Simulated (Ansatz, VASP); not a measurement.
**Zn: VASP beside Ansatz**

Contents of INCAR:

```
  PREC = Accurate
  ENCUT = 520
  EDIFF = 1E-8
  ISMEAR = -1
  SIGMA = 0.05
  LREAL = False
  LASPH = True
  NELM = 80
  ALGO = Normal
  ISIF = 2
  LWAVE = False
  LCHARG = False
  GGA = PE
  LEFG = True
  NBANDS = 12
```

KPOINTS

```
regular mesh
0
Gamma
  17 17 17
```

POSCAR

```
Zn
1.0
   -1.5346895980      1.5346895980      1.5346895980
    1.5346895980     -1.5346895980      1.5346895980
    1.5346895980      1.5346895980     -1.5346895980
Zn
1
Direct
    0.0000000000      0.0000000000      0.0000000000
```

Input for Ansatz:

```yaml
crystal:
  lattice:
    - [-1.534689598, 1.534689598, 1.534689598]
    - [1.534689598, -1.534689598, 1.534689598]
    - [1.534689598, 1.534689598, -1.534689598]
  atoms:
    - { symbol: Zn, position: [0.0, 0.0, 0.0] }
kpoints:
  mp_grid: { grid: [17, 17, 17] }
scf:
  occupations: { method: fermi_dirac, width: 0.05 }
hamiltonian:
  xc: pbe
  pseudopotentials: { kind: paw }
output:
  forces: true
  stress: true
  eigenvalues: true
  efg: { contact_densities: true }
```

Change from the starting cell: volume scaled by 0.9405, PAW files.

Alike in both runs: task electric field gradients; functional PBE; k mesh 17 × 17 × 17; occupations fermi-dirac, width 0.05 eV; no spin polarisation.

```csv
,VASP,Ansatz
version,VASP 6.6.1,Ansatz 0.2.0
potentials or method,"VASP PAW PBE potentials, release 64 (Zn)","PAW with Ansatz's default frozen-core files, scalar-relativistic"
plane-wave cutoff (eV),520,420
valence electrons in the cell,12,12
```

Ansatz gave:

```
pressure (GPa)                                                 : 4.6
Vzz of the field gradient on the site that differs most (V/Å²) : 0.0
```

**Question.** What did VASP give for the same quantities?

**Answer.** Pressure (GPa): 4.9; Vzz of the field gradient on the site that differs most (V/Å²): 0.0.
